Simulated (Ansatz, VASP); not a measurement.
One calculation of Si, two programs

Contents of INCAR:

```
SYSTEM = Si
  ALGO = Normal
  DIPOL = 0.5 0.5 0.397
  EDIFF = 1E-6
  ENCUT = 520
  GGA = PE
  IDIPOL = 3
  ISIF = 2
  ISMEAR = 0
  IVDW = 12
  LASPH = .TRUE.
  LCHARG = .TRUE.
  LDIPOL = .TRUE.
  LELF = .TRUE.
  LREAL = .FALSE.
  LVACPOTAV = .TRUE.
  LVHAR = .TRUE.
  LWAVE = .FALSE.
  NBANDS = 16
  NELM = 60
  PREC = Accurate
  SIGMA = 0.1
```

KPOINTS

```
k-points
0
G
  9 9 1
  0 0 0
```

The input POSCAR:

```
Si
1.0
    3.8472023583      0.0000000000      0.0000000000
   -1.9236011791      3.3317749758      0.0000000000
    0.0000000000      0.0000000000     18.4446971457
Si
4
Direct
    0.3333333333      0.6666666667      0.2695814701
    0.6666666667      0.3333333333      0.2439725610
    0.8888888889      0.1111111111      0.5500061652
    1.2222222222     -0.2222222222      0.5243972561
```

Input for Ansatz:

```yaml
crystal:
  lattice:
    - [3.8472023583, 0.0, 0.0]
    - [-1.9236011791, 3.3317749758, 0.0]
    - [0.0, 0.0, 18.4446971457]
  atoms:
    - { symbol: Si, position: [0.3333333333, 0.6666666667, 0.2695814701] }
    - { symbol: Si, position: [0.6666666667, 0.3333333333, 0.243972561] }
    - { symbol: Si, position: [0.8888888889, 0.1111111111, 0.5500061652] }
    - { symbol: Si, position: [1.2222222222, -0.2222222222, 0.5243972561] }
basis:
  ecutwfc: 420
kpoints:
  mp_grid: { grid: [9, 9, 1] }
hamiltonian:
  xc: pbe
  dispersion: d3bj
scf:
  occupations: { method: gaussian, width: 0.1 }
output:
  forces: true
  eigenvalues: true
efield:
  axis: 3
  dipole_correction: true
  ramp_width: 0.04
```

Alike in both runs: task single point; functional PBE; dispersion D3(BJ); k mesh 9 × 9 × 1; occupations gaussian, width 0.1 eV; no spin polarisation.

|  | VASP | Ansatz |
| --- | --- | --- |
| version | VASP 6.6.1 | Ansatz 0.2.0 |
| potentials or method | VASP PAW PBE potentials, release 64 (Si) | scalar-relativistic, plane waves, PAW |
| plane-wave cutoff (eV) | 520 | 420 |
| valence electrons in the cell | 16 | 16 |

|  | VASP | Ansatz | Ansatz less VASP |
| --- | --- | --- | --- |
| gap on the k mesh at the Fermi level (eV) | 0.05 | 0.05 | 0.000 |
| least direct gap on the mesh (eV) | 0.05 | 0.05 | 0.000 |
| rms of the force components (eV/Å) | 0.038 | 0.039 | +0.0017 |

Atom by atom the forces differ by 0.004 eV/Å (rms over components).
